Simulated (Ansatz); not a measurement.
# A computed series for CsPbI3: pressure series

Start from CsPbI3 in the cubic perovskite structure (space group Pm-3m, No. 221; a = 6.390 Å).

Cell and atoms are relaxed at each pressure.

All numbers come from PBE (Ansatz, a program for electronic structure, PAW, no SOC).

Notes on the quantities. enthalpy: H = E + PV relative to the base's energy.

```
variant                 enthalpy  volume per atom    band gap
----------------  --------------  ---------------  ----------
base                           –         52.20 Å³     1.48 eV
pressure −2 GPa    -0.72 eV/atom         66.16 Å³     1.84 eV
pressure −1 GPa    -0.34 eV/atom       (withheld)  (withheld)
pressure 1.8 GPa   +0.56 eV/atom         47.35 Å³     1.16 eV
pressure 4.2 GPa   +1.23 eV/atom         43.36 Å³     0.80 eV
pressure 18 GPa    +4.47 eV/atom         33.62 Å³        zero
pressure 30 GPa    +6.83 eV/atom         29.91 Å³        zero
pressure 45 GPa    +9.49 eV/atom         27.05 Å³        zero
pressure 60 GPa   +11.93 eV/atom         25.08 Å³        zero
```

### Question
Some entries are withheld; estimate them.

### Answer

- pressure −1 GPa, volume per atom: 56.71 Å³
- pressure −1 GPa, band gap: 1.68 eV

A case with no gap was solved on a k-mesh chosen for an insulator, which is coarse for it. With I and Pb present, leaving out spin-orbit coupling can change the band edges. Load acts through the strain it causes; cell and atoms are relaxed under it. No phonon test of stability was made. No other phases were tried under pressure. The final runs are not spin-polarised. Many cubic perovskites are stable only at high temperature; tilts and polar distortions were not tested. This is not the structure that CsPbI3 has at room temperature and ambient pressure. A zero or small gap of CsPbI3 under pressure 18 GPa, CsPbI3 under pressure 30 GPa, CsPbI3 under pressure 45 GPa and CsPbI3 under pressure 60 GPa can be the functional's error rather than a property of the material.
